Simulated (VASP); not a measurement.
Here is a VASP 6.6.1 calculation.

Contents of INCAR:

```
SYSTEM = Cu
PREC = Accurate
ENCUT = 600
EDIFF = 1E-6
ISMEAR = 1
SIGMA = 0.1
LREAL = .False.
LASPH = .True.
NELM = 80
ALGO = Normal
ISIF = 3
LWAVE = .False.
LCHARG = .False.
GGA = PE
IBRION = 2
NSW = 90
EDIFFG = -0.01
PSTRESS = 211.0
```

File KPOINTS:

```
Automatic mesh
0
Gamma
  18 18 18
  0 0 0
```

Contents of POSCAR:

```
Cu
1.0
    0.0000000000      1.8075000000      1.8075000000
    1.8075000000      0.0000000000      1.8075000000
    1.8075000000      1.8075000000      0.0000000000
Cu
1
Direct
    0.0000000000      0.0000000000      0.0000000000
```

Potentials or basis: VASP PAW PBE potentials, release 64 (Cu).

Command:

```sh
$ cat potpaw_PBE.64/Cu/POTCAR > POTCAR
$ mpirun -np 1 vasp_std > vasp.out
```

Question: What does it give for the relaxed volume?

Answer: 10.71 Å³/atom.

Question: What does it give for the band gap on the k mesh?

Answer: None (metal or under the smearing width).

Question: Predict the space group after relaxing (to 0.05 Å).

Answer: Fm-3m (No. 225).

The path:
```csv
step,energy change (eV),largest force (eV/Å),pressure (GPa),volume (Å³)
1,0.0000,0.0000,2.58,11.81
2,0.3149,0.0000,53.03,9.63
3,0.0726,0.0000,20.61,10.73
4,0.0753,0.0000,21.10,10.71
```

Caveat: the cell is relaxed towards a set pressure, so the enthalpy falls and the energy may rise.
